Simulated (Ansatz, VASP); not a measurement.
**InP: VASP beside Ansatz**

```
CELL_PARAMETERS angstrom
3.85329 0.00000 0.00000
-1.92664 3.33704 0.00000
0.00000 0.00000 6.55344
ATOMIC_POSITIONS crystal
In 0.00000 0.00000 0.00000
In 0.00000 0.00000 0.50000
P 0.33333 0.66667 0.25000
P 0.66667 0.33333 0.75000
```

Alike in both runs: task single point; functional PBE; k mesh 6 × 6 × 4; occupations methfessel-paxton of order 1, width 0.05 eV; no spin polarisation.

```csv
,VASP,Ansatz
version,VASP 6.6.1,Ansatz 0.2.0
potentials or method,"VASP PAW PBE potentials, release 64 (In_d, P)",plane waves
plane-wave cutoff (eV),520,420
valence electrons in the cell,36,36
```

Ansatz gave:

| Item | Value |
| --- | --- |
| pressure (GPa) | 1.8 |
| largest component of the traceless stress (GPa) | 0.06 |

Problem. Which values does VASP return?

Solution. Pressure (GPa): 1.8; largest component of the traceless stress (GPa): 0.07.
